**Q:** This is a volume scan of white tin, computed with a common density functional, PBE. Where does the metal rest, and what does a negative pressure mean?

White tin (Sn, I4_1/amd, 2 atoms in the cell), shape and atoms relaxed at each fixed volume with Ansatz 0.2.0: PBE, plane-wave PAW, scalar-relativistic, no spin polarisation. Cutoff 420 eV, k mesh 14×14×14, Gaussian smearing 0.1 eV. Energies are corrected to zero smearing and count from the minimum of a third-order Birch-Murnaghan fit; pressures come from the computed stress.

```
volume per atom (Å³/atom)  energy over minimum (meV/atom)  pressure (GPa)
                   24.997                            77.2            8.28
                   25.850                            40.5            5.63
                   26.702                            16.8            3.41
                   27.554                             3.9            1.55
                   28.406                             0.0            0.00
                   29.258                             3.6           -1.29
                   30.111                            13.6           -2.38
                   31.247                            34.9           -3.57
```

**A:** It rests near 28.4 Å³ per atom, where the energy is lowest and the pressure passes through zero. At smaller volumes the cell pushes outwards, and the positive pressure is what you must apply to hold it there. At larger volumes it pulls inwards, so a negative pressure means that you are holding the metal stretched. The energies count from white tin's own minimum, not from grey tin, the form that is stable in the cold.

**Q:** Which costs more, squeezing by 6 % or stretching by 6 %?

**A:** Squeezing: 16.8 against 13.6 meV per atom. The pressures differ more strongly, 3.41 GPa on one side and 2.38 GPa of pull on the other. That makes sense, because the energy is the work added up along the whole way from rest. Near the start of that way the two directions are almost alike, and this dilutes the difference.

**Q:** Why should the metal resist squeezing more?

**A:** Think of the two extremes. When atoms are pushed together, their valence electrons are confined to less space and their kinetic energy rises steeply; the filled inner shells also begin to repel each other. The attraction between electrons and ions grows too, but more gently, so repulsion wins. When atoms are pulled far apart, the force between them must finally die away, so the pull has to reach a maximum and then fade.

Between these extremes the metal must become softer as it expands. The measure of this is the bulk modulus B, the pressure needed per fractional change of volume. Taken from neighbouring rows, it falls in every step, from 79 GPa at the compressed end to 32 GPa at the stretched end. The table shows the softening; the account of repulsion and attraction is the standard theory behind it.

**Q:** But the last step seems to break the rule. The pressure falls by 1.19 GPa there and by only 1.09 GPa in the step before. Is the tin getting stiffer again?

**A:** No, the last step is wider. Divide each drop by its volume step and you get 1.05 GPa per Å³ for the last one, against 1.28 for the one before. The softening therefore continues to the end of the scan. The pull itself is still growing at the largest volume, so the maximum I spoke of lies beyond the table.

**Q:** Can I estimate the energy without the full curve, as for a spring?

**A:** Yes, if you pretend that the pressure keeps changing by the same amount per Å³ as it does at rest. Call the volume V, its value in the middle row V₀, and the fractional change x = (V − V₀)/V₀. The pressure is then P = −B·x, a straight line, with B taken at rest. The work is the triangle under that line:

E = ½ · B · V₀ · x²

Take B from the pressures in the two rows beside the middle one:

B = 28.406 Å³ × (1.55 + 1.29) GPa / (29.258 − 27.554) Å³ = 47.3 GPa

For a change of 6 % either way, with 1 GPa·Å³ equal to 6.24 meV:

E = ½ × 47.3 GPa × 28.406 Å³ × 0.06² = 2.42 GPa·Å³ = 15.1 meV per atom

The computed energies lie on either side of this. The spring is about 10 % too low for squeezing and about 11 % too high for stretching, each relative to the computed energy. At the two ends of the scan the errors grow to roughly a fifth, with the same signs. The main reason is the softening: a spring of constant stiffness is too weak for the compressed metal and too strong for the stretched one. A smaller part would be expected even if B did not change, because the pressure change per Å³ is B/V and grows as the cell shrinks.

The two pressures used for B come from rows 3 % away from rest, and no energy went into the estimate. Agreement near the minimum shows that energies and pressures belong together, as they should within one calculation. It is no test against real tin. The printed output below gives the estimate for each row.

**Q:** What would I carry over to another metal?

**A:** The formula asks for two things, the bulk modulus and the volume per atom. At equal atomic volume, a metal twice as stiff costs twice the energy for the same small percentage of squeezing. The direction of the error should carry over to ordinary metals as well, since steep repulsion and fading attraction are common to them. How large the error becomes depends on how quickly the metal softens, and that has to be computed for each case.

**Q:** Which digits of the pressure can I trust?

**A:** Not the hundredths of a GPa. A smooth curve through the energies puts the minimum about 0.01 Å³ below the middle row, while the directly computed pressure is practically zero in that row itself. In terms of pressure the two disagree by 0.02 GPa.

The likely source is the smearing, a device that blurs the edge between filled and empty electron states so that a metal converges smoothly. The energies are corrected back to zero smearing, whereas the pressures belong to the smeared state. Over the four smallest volumes this correction changes at a rate that corresponds to 0.02 GPa, on average, about the size of the disagreement and in the right direction. With a narrower smearing the two should move closer together. The shape relaxation also stops short of an even stress: in the second row the stress is 5.655 GPa across the c axis and 5.569 GPa along it, and the table lists the average over the three directions.

**Q:** Then is the resting volume good to a hundredth of an Å³?

**A:** As a result of this calculation at these settings, nearly, though the scan does not test how far a higher cutoff or a denser k mesh would shift it. As a property of real tin, far from it. The measured volume is roughly 27 Å³ per atom, a rough figure that I recall, and the computed one is about 5 % larger. You would have to press the computed metal with nearly 3 GPa to bring it to that size. Heat and zero-point motion, both left out, would normally swell the cell and widen the gap to experiment. PBE is known to bind many heavy elements too weakly, which fits the direction of the error, though the calculation also leaves out spin–orbit coupling, whose share is untested here.

The volume error matters because it brings a stiffness error with it. At rest the computed bulk modulus is about 47 GPa, but between 26.7 and 27.6 Å³, around the measured volume, it is about 59 GPa. A calculation that makes the metal too large therefore also tends to make it too soft. Before you blame a poor bulk modulus on the description of the bonds' stiffness, check the volume at which it was taken.

Output of the analysis:

```
Step from the row above to this row:
     row  volume step in Å³/atom  pressure drop in GPa  drop per Å³/atom in GPa  mean bulk modulus in GPa
   25.85                   0.853                  2.65                    3.107                     78.98
  26.702                   0.852                  2.22                    2.606                     68.47
  27.554                   0.852                  1.86                    2.183                     59.22
  28.406                   0.852                  1.55                    1.819                      50.9
  29.258                   0.852                  1.29                    1.514                     43.65
  30.111                   0.853                  1.09                    1.278                     37.93
  31.247                   1.136                  1.19                    1.048                     32.14
Bulk modulus at the middle row from its two neighbours' pressures, GPa: 47.34
Spring estimate against computed energy:
     row  volume change in %  computed in meV/atom  spring estimate in meV/atom  estimate less computed in meV/atom
  24.997                 -12                  77.2                        60.45                              -16.75
   25.85              -8.998                  40.5                        33.98                              -6.519
  26.702              -5.999                  16.8                         15.1                              -1.698
  27.554              -2.999                   3.9                        3.776                             -0.1244
  28.406                   0                     0                            0                                   0
  29.258               2.999                   3.6                        3.776                              0.1756
  30.111               6.002                  13.6                        15.12                                1.52
  31.247                  10                  34.9                        41.98                               7.081
Energy cost of 6 % squeezing less that of 6 % stretching, meV/atom: 3.2
Energy cost of 6 % squeezing over that of 6 % stretching, ratio: 1.235
Size of pressure at 6 % squeezing over that at 6 % stretching, ratio: 1.433
Mean bulk modulus of the first step over that of the last step, ratio: 2.458
Band overlap at the smallest volume, eV: 4.51
Band overlap at the fourth volume, eV: 3.943
Growth of band overlap from the fourth to the smallest volume, eV: 0.5678
Axis ratio c/a of the relaxed cell: 0.5453
Axis ratio c/a at which this structure becomes diamond: 1.414
Middle volume less volume of the fitted energy minimum, Å³/atom: 0.01051
Stress pressure less pressure from the energy fit at the middle row, GPa: 0.02102
Pressure difference expected from the smearing correction, GPa: 0.02119
Computed volume above the rough recalled measured one, %: 5.207
Computed pressure at the rough recalled measured volume, GPa: 2.759
```
